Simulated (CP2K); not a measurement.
# Bi (Im-3m) in CP2K: a series of runs

One crystal, Bi, is run at these levels: PBEsol, PBEsol+D3, PBEsol+D3(BJ), PBEsol+D4; tasks: single point.

All numbers are computed with CP2K 2026.2; they aren't measurements. Logs are shortened: lines on timing, memory, paths and dates and some standing lists are left out, and cuts for length are marked.

## 1. The crystal as given

The structure is cubic, space group Im-3m (No. 229). The conventional cell has a = 3.963 Å, b = 3.963 Å, c = 3.963 Å, α = 90.00°, β = 90.00°, γ = 90.00°. Bi (site symmetry m-3m) has 8 Bi at 3.43 Å as nearest neighbours.

This isn't the form of Bi at room conditions, which is rhombohedral.

## 2. Single point, PBEsol

File bi_scf.inp:

```
&GLOBAL
  PROJECT bi_scf
  RUN_TYPE ENERGY_FORCE
  PRINT_LEVEL LOW
&END GLOBAL
&FORCE_EVAL
  METHOD QS
  STRESS_TENSOR ANALYTICAL
  &DFT
    BASIS_SET_FILE_NAME BASIS_MOLOPT_UZH
    POTENTIAL_FILE_NAME POTENTIAL_UZH
    &MGRID
      CUTOFF 450
      REL_CUTOFF 60
      NGRIDS 4
    &END MGRID
    &QS
      METHOD GPW
      EPS_DEFAULT 1.0E-10
    &END QS
    &KPOINTS
      SCHEME MONKHORST-PACK 9 9 9
      GAMMA_CENTERED T
      SYMMETRY T
      SYMMETRY_BACKEND SPGLIB
    &END KPOINTS
    &SCF
      SCF_GUESS ATOMIC
      EPS_SCF 1.0E-6
      MAX_SCF 100
      ADDED_MOS 8
      CHOLESKY OFF
      EPS_EIGVAL 1.0E-7
      &DIAGONALIZATION ON
        ALGORITHM STANDARD
      &END DIAGONALIZATION
      &MIXING ON
        METHOD BROYDEN_MIXING
        ALPHA 0.4
        BETA 1.5
        NBUFFER 8
      &END MIXING
      &SMEAR ON
        METHOD FERMI_DIRAC
        ELECTRONIC_TEMPERATURE 580.23
      &END SMEAR
    &END SCF
    &XC
      &XC_FUNCTIONAL
        &GGA_X_PBE_SOL
        &END GGA_X_PBE_SOL
        &GGA_C_PBE_SOL
        &END GGA_C_PBE_SOL
      &END XC_FUNCTIONAL
    &END XC
    &PRINT
      &KPOINTS ON
      &END KPOINTS
      &MULLIKEN ON
      &END MULLIKEN
      &MO ON
        ENERGIES T
        OCCUPATION_NUMBERS T
        &EACH
          QS_SCF 0
        &END EACH
        ADD_LAST NUMERIC
      &END MO
    &END PRINT
  &END DFT
  &SUBSYS
    &CELL
      A 3.4319383527 0.0000000000 0.0000000000
      B -1.1439794509 3.2356625091 0.0000000000
      C -1.1439794509 -1.6178312546 2.8021659310
      PERIODIC XYZ
    &END CELL
    &COORD
      Bi  0.0000000000 0.0000000000 0.0000000000
    &END COORD
    &KIND Bi
      BASIS_SET TZVP-MOLOPT-PBE-GTH-q5
      POTENTIAL GTH-PBE-q5
    &END KIND
    &PRINT
      &ATOMIC_COORDINATES ON
      &END ATOMIC_COORDINATES
      &CELL ON
      &END CELL
      &SYMMETRY ON
      &END SYMMETRY
    &END PRINT
  &END SUBSYS
  &PRINT
    &FORCES ON
    &END FORCES
    &STRESS_TENSOR ON
    &END STRESS_TENSOR
  &END PRINT
&END FORCE_EVAL
```

Potentials or basis: POTENTIAL_UZH Bi GTH-PBE-q5; TZVP-MOLOPT-PBE-GTH basis.

Launch:

```
> OMP_NUM_THREADS=1 cp2k.psmp -i bi_scf.inp -o bi_scf.out
```

bi_scf.out:

```text

 CP2K| version string:                                       CP2K version 2026.2
 CP2K| Input file name                                                bi_scf.inp

 GLOBAL| Force Environment number                                              1
 GLOBAL| Basis set file name                                    BASIS_MOLOPT_UZH
 GLOBAL| Potential file name                                       POTENTIAL_UZH
 GLOBAL| MM Potential file name                                     MM_POTENTIAL
 GLOBAL| Coordinate file name                                      __STD_INPUT__
 GLOBAL| Method name                                                        CP2K
 GLOBAL| Project name                                                     bi_scf
 GLOBAL| Run type                                                   ENERGY_FORCE
 GLOBAL| FFT library                                                       FFTW3
 GLOBAL| Diagonalization library                                       ScaLAPACK
 GLOBAL| Cholesky decomposition library                                ScaLAPACK
 GLOBAL| DGEMM library                                                      BLAS
 GLOBAL| Direct generalized diagonalization requested                          F
 GLOBAL| Matrix multiplication library                                 ScaLAPACK
 GLOBAL| Global print level                                                  LOW
 GLOBAL| Total number of message passing processes                             1
 GLOBAL| Number of threads for this process                                    1
 GLOBAL| CPU model name                                                  UNKNOWN

 CELL| Volume [angstrom^3]:                                            31.116916
 CELL| Vector a [angstrom]:       3.432     0.000     0.000   |a| =     3.431938
 CELL| Vector b [angstrom]:      -1.144     3.236     0.000   |b| =     3.431938
 CELL| Vector c [angstrom]:      -1.144    -1.618     2.802   |c| =     3.431938
 CELL| Angle (b,c), alpha [degree]:                                   109.471221
 CELL| Angle (a,c), beta  [degree]:                                   109.471221
 CELL| Angle (a,b), gamma [degree]:                                   109.471221
 CELL| Numerically orthorhombic:                                              NO
 CELL| Periodicity                                                           XYZ

 CELL_REF| Volume [angstrom^3]:                                        31.116916
 CELL_REF| Vector a [angstrom     3.432     0.000     0.000   |a| =     3.431938
 CELL_REF| Vector b [angstrom    -1.144     3.236     0.000   |b| =     3.431938
 CELL_REF| Vector c [angstrom    -1.144    -1.618     2.802   |c| =     3.431938
 CELL_REF| Angle (b,c), alpha [degree]:                               109.471221
 CELL_REF| Angle (a,c), beta  [degree]:                               109.471221
 CELL_REF| Angle (a,b), gamma [degree]:                               109.471221
 CELL_REF| Numerically orthorhombic:                                          NO
 CELL_REF| Periodicity                                                       XYZ

[... 8 lines left out ...]
 TOTAL NUMBERS AND MAXIMUM NUMBERS

  Total number of            - Atomic kinds:                                   1
                             - Atoms:                                          1
                             - Shell sets:                                     1
                             - Shells:                                         7
                             - Primitive Cartesian functions:                  5
                             - Cartesian basis functions:                     18
                             - Spherical basis functions:                     17

  Maximum angular momentum of- Orbital basis functions:                        2
                             - Local part of the GTH pseudopotential:          0
                             - Non-local part of the GTH pseudopotential:      4

 MODULE QUICKSTEP: ATOMIC COORDINATES IN ANGSTROM

   Atom Kind Element         X             Y             Z       Z(eff)     Mass
      1    1 Bi   83      0.000000      0.000000      0.000000   5.0000 208.9804

 Crystal Symmetry Information
       International Symbol:                                               Im-3m
       Point Group Symbol:                                                  m-3m
       Schoenflies Symbol:                                                  Oh^9
       Number of Symmetry Operations:                                         48

 SCF PARAMETERS         Density guess:                                    ATOMIC
                        --------------------------------------------------------
                        max_scf:                                             100
                        max_scf_history:                                       0
[... 28 lines left out ...]
 BRILLOUIN| Symmetry backend                                             SPGLIB
 BRILLOUIN| Symmetry reduction method                                    SPGLIB
 BRILLOUIN| Wavefunction type                                            COMPLEX
 BRILLOUIN| List of Kpoints [2 Pi/Bohr]                                       35
 BRILLOUIN| Number           Weight            X              Y              Z
 BRILLOUIN|     1           0.01097       -0.44444       -0.44444       -0.44444
 BRILLOUIN|     2           0.03292       -0.44444       -0.44444       -0.33333
 BRILLOUIN|     3           0.03292       -0.44444       -0.44444       -0.22222
 BRILLOUIN|     4           0.03292       -0.44444       -0.44444       -0.11111
 BRILLOUIN|     5           0.00823       -0.44444       -0.44444        0.44444
 BRILLOUIN|     6           0.03292       -0.44444       -0.33333       -0.33333
[... 27 lines left out ...]
 BRILLOUIN|    34           0.01646       -0.11111        0.00000        0.00000
 BRILLOUIN|    35           0.00137        0.00000        0.00000        0.00000
 *******************************************************************************

 Extrapolation method: initial_guess

 Number of electrons:                                                          5
 Number of occupied orbitals:                                                  3
 Number of molecular orbitals:                                                11

 Number of orbital functions:                                                 17
 Number of independent orbital functions:                                     17

 SCF WAVEFUNCTION OPTIMIZATION

  Step     Update method      Time    Convergence         Total energy    Change
  ------------------------------------------------------------------------------
     1 NoMix/Diag. 0.40E+00    1.7     0.49230971        -5.5323867847 -5.53E+00
     2 Broy./Diag. 0.40E+00    1.9     0.00970271        -5.5778172312 -4.54E-02
     3 Broy./Diag. 0.40E+00    1.9     0.03968635        -5.5027255614  7.51E-02
     4 Broy./Diag. 0.40E+00    1.9     0.00132241        -5.4793292009  2.34E-02
     5 Broy./Diag. 0.40E+00    1.9     0.00082168        -5.4751243257  4.20E-03
     6 Broy./Diag. 0.40E+00    1.9     0.00003651        -5.4748613820  2.63E-04
     7 Broy./Diag. 0.40E+00    1.9     0.00001198        -5.4747982301  6.32E-05
     8 Broy./Diag. 0.40E+00    1.9     0.00001813        -5.4748232303 -2.50E-05
     9 Broy./Diag. 0.40E+00    1.8     0.00000193        -5.4748316435 -8.41E-06
    10 Broy./Diag. 0.40E+00    1.9     0.00000391        -5.4748361721 -4.53E-06
    11 Broy./Diag. 0.40E+00    1.9     0.00000021        -5.4748358861  2.86E-07

  *** SCF run converged in    11 steps ***

  Electronic density on regular grids:         -5.0000000000       -0.0000000000
  Core density on regular grids:                4.9999999980       -0.0000000020
  Total charge density on r-space grids:       -0.0000000020
  Total charge density g-space grids:          -0.0000000020

  Overlap energy of the core charge distribution:               0.00000000000170
  Self energy of the core charge distribution:                -11.42326415824045
  Core Hamiltonian energy:                                      2.20982247948045
  Hartree energy:                                               5.07470664873888
  Exchange-correlation energy:                                 -1.33591184648896
  Electronic entropic energy:                                  -0.00018900957976
  Fermi energy:                                                 0.21527041615562

  Total energy:                                                -5.47483588609609
  Total energy (extrapolated to T->0):                         -5.47474138130621

 MO| EIGENVALUES AND OCCUPATION NUMBERS FOR K POINT 1
 MO|
 MO|  Index      Eigenvalue [a.u.]        Eigenvalue [eV]             Occupation
 MO|      1              -0.105623              -2.874159               2.000000
 MO|      2               0.123944               3.372686               2.000000
 MO|      3               0.123944               3.372687               2.000000
 MO|      4               0.196216               5.339304               1.999937
 MO|      5               0.404178              10.998244               0.000000
 MO|      6               0.404178              10.998245               0.000000
 MO|      7               0.832124              22.643241               0.000000
 MO|      8               1.008223              27.435130               0.000000
 MO|      9               1.008223              27.435146               0.000000
 MO|     10               1.160139              31.568986               0.000000
 MO|     11               1.210081              32.927989               0.000000
 MO| Sum:                                                               7.999937
 MO| E(Fermi):            0.215270 a.u.          5.857806 eV
[... 210 lines left out ...]
 MO|  Index      Eigenvalue [a.u.]        Eigenvalue [eV]             Occupation
 MO|      1              -0.176099              -4.791893               2.000000
 MO|      2               0.080906               2.201556               2.000000
 MO|      3               0.192470               5.237375               1.999992
 MO|      4               0.319568               8.695898               0.000000
 MO|      5               0.523548              14.246467               0.000000
 MO|      6               0.570731              15.530385               0.000000
 MO|      7               0.708548              19.280559               0.000000
 MO|      8               0.794908              21.630548               0.000000
 MO|      9               0.973030              26.477498               0.000000
 MO|     10               1.119901              30.474048               0.000000
 MO|     11               1.136767              30.933003               0.000000
 MO| Sum:                                                               5.999992
 MO| E(Fermi):            0.215270 a.u.          5.857806 eV

 [... the levels of further k-points ...]

 !-----------------------------------------------------------------------------!
                     Mulliken Population Analysis

 #  Atom  Element  Kind  Atomic population                           Net charge
       1     Bi       1          5.000000                             -0.000000
 # Total charge                              5.000000                 -0.000000

 !-----------------------------------------------------------------------------!

 ENERGY| Total FORCE_EVAL ( QS ) energy [hartree]             -5.474836058019774

 FORCES| Atomic forces [hartree/bohr]
 FORCES|   Atom     x               y               z               |f|
 FORCES|      1  2.00692679E-15  3.37192055E-15  5.28716183E-16   3.95943735E-15
 FORCES| Sum     2.00692679E-15  3.37192055E-15  5.28716183E-16
 FORCES| Total atomic force                                       3.95943735E-15

 STRESS| Analytical stress tensor [bar]
 STRESS|                        x                   y                   z
 STRESS|      x        3.93142895533E+03   1.40643849657E-04   1.56168952953E-04
 STRESS|      y        1.40643849657E-04   3.93140099078E+03  -1.05145026516E-03
 STRESS|      z        1.56168952953E-04  -1.05145026516E-03   3.93143019960E+03
 STRESS| 1/3 Trace                                             3.93142004857E+03
 STRESS| Determinant                                           6.07642783011E+10

 STRESS| Eigenvectors and eigenvalues of the analytical stress tensor [bar]
 STRESS|                        1                   2                   3
 STRESS| Eigenvalues   3.93140095221E+03   3.93142893853E+03   3.93143025495E+03
 STRESS|      x          -0.005219629569      0.993295389085      0.115486040234
 STRESS|      y           0.999339801470      0.009333693118     -0.035111869381
 STRESS|      z           0.035954369217     -0.115226525569      0.992688335350
```

It took 25 s on 1 thread of Arm Neoverse V1, shared host; peak memory 0.23 GiB.

What came out:

```
Free energy            : -148.9779 eV
Pressure               : 0.4 GPa
Band gap on the k mesh : none (metal or under the smearing width)
```

Caveat: the potentials were made for another functional, which shifts forces and pressure; spin-orbit coupling is left out, which moves the levels of the heavy elements; the basis of atomic orbitals isn't converged, which shifts pressures, moduli and gaps.

## 3. Single point, PBEsol+D3

bi_scf.inp: that of step 2 with these lines changed.

```diff
@@ -54,2 +54,11 @@
       &END XC_FUNCTIONAL
+      &VDW_POTENTIAL
+        POTENTIAL_TYPE PAIR_POTENTIAL
+        &PAIR_POTENTIAL
+          TYPE DFTD3
+          REFERENCE_FUNCTIONAL PBEsol
+          PARAMETER_FILE_NAME dftd3.dat
+          R_CUTOFF 20
+        &END PAIR_POTENTIAL
+      &END VDW_POTENTIAL
     &END XC
```

Potentials or basis: POTENTIAL_UZH Bi GTH-PBE-q5; TZVP-MOLOPT-PBE-GTH basis.

Launch:

```
> OMP_NUM_THREADS=1 cp2k.psmp -i bi_scf.inp -o bi_scf.out
```

Run time: 26 s. Hardware: 1 thread of Arm Neoverse V1, shared host; peak memory 0.24 GiB.

It converged, with:

```yaml
Free_energy: -149.2070 eV
Pressure: -0.7 GPa
Band_gap_on_the_k_mesh: none (metal or under the smearing width)
```

Levels at points of the mesh, in eV from the Fermi level:
```csv
k point,band 1,band 2,band 3,band 4,band 5
"(0.00, 0.00, 0.00)",-13.70,5.34,5.34,5.34,9.69
```

Caveat: the potentials were made for another functional, which shifts forces and pressure; spin-orbit coupling is left out, which moves the levels of the heavy elements; the basis of atomic orbitals isn't converged, which shifts pressures, moduli and gaps; pairwise dispersion overbinds metals, which lowers pressure and volume.

## 4. Single point, PBEsol+D3(BJ)

bi_scf.inp: that of step 3 with these lines changed.

```diff
@@ -57,3 +57,3 @@
         &PAIR_POTENTIAL
-          TYPE DFTD3
+          TYPE DFTD3(BJ)
           REFERENCE_FUNCTIONAL PBEsol
```

Launch:

```
> OMP_NUM_THREADS=1 cp2k.psmp -i bi_scf.inp -o bi_scf.out
```

Run time: 25 s. Hardware: 1 thread of Arm Neoverse V1, shared host; peak memory 0.24 GiB.

The run converged. Its results:

```
Free energy            : -149.5009 eV
Pressure               : -2.4 GPa
Band gap on the k mesh : none (metal or under the smearing width)
```

Levels at points of the mesh, in eV from the Fermi level:
```tsv
k point	band 1	band 2	band 3	band 4	band 5	band 6	band 7
(0.00, 0.00, 0.00)	-13.70	5.34	5.34	5.34	9.69	11.91	11.91
```

Caveat: the potentials were made for another functional, which shifts forces and pressure; spin-orbit coupling is left out, which moves the levels of the heavy elements; the basis of atomic orbitals isn't converged, which shifts pressures, moduli and gaps; pairwise dispersion overbinds metals, which lowers pressure and volume.

## 5. Single point, PBEsol+D4

bi_scf.inp: that of step 4 with these lines changed.

```diff
@@ -57,6 +57,5 @@
         &PAIR_POTENTIAL
-          TYPE DFTD3(BJ)
+          TYPE DFTD4
           REFERENCE_FUNCTIONAL PBEsol
-          PARAMETER_FILE_NAME dftd3.dat
-          R_CUTOFF 20
+          D4_CUTOFF 20
         &END PAIR_POTENTIAL
```

Launch:

```
> OMP_NUM_THREADS=1 cp2k.psmp -i bi_scf.inp -o bi_scf.out
```

Wall time 25 s (1 thread of Arm Neoverse V1, shared host); peak memory 0.23 GiB.

It converged, with:

* Free energy: -149.2969 eV
* Pressure: -1.2 GPa
* Band gap on the k mesh: none (metal or under the smearing width)

Levels at points of the mesh, in eV from the Fermi level:
```tsv
k point	band 1	band 2	band 3	band 4	band 5	band 6
(0.00, 0.00, 0.00)	-13.70	5.34	5.34	5.34	9.69	11.91
```

Caveat: the potentials were made for another functional, which shifts forces and pressure; spin-orbit coupling is left out, which moves the levels of the heavy elements; the basis of atomic orbitals isn't converged, which shifts pressures, moduli and gaps; pairwise dispersion overbinds metals, which lowers pressure and volume.

## 6. The runs side by side

```tsv
level	cutoff radius of the dispersion sum (A)	gap on the mesh (eV)	pressure (GPa)
PBEsol	-	none	0.4
PBEsol+D3	20	none	-0.7
PBEsol+D3(BJ)	20	none	-2.4
PBEsol+D4	20	none	-1.2
```

Alike in all rows: task single point; potentials or basis POTENTIAL_UZH Bi GTH-PBE-q5; TZVP-MOLOPT-PBE-GTH basis; no spin polarisation; cell as given; k mesh 9 × 9 × 9; smearing fermi-dirac 0.05 eV.

Caveats: the potentials were made for another functional, which shifts forces and pressure; spin-orbit coupling is left out, which moves the levels of the heavy elements; the basis of atomic orbitals isn't converged, which shifts pressures, moduli and gaps; pairwise dispersion overbinds metals, which lowers pressure and volume (some runs).

Total energies depend on the potentials used, so only differences within one code and one set of settings carry meaning.
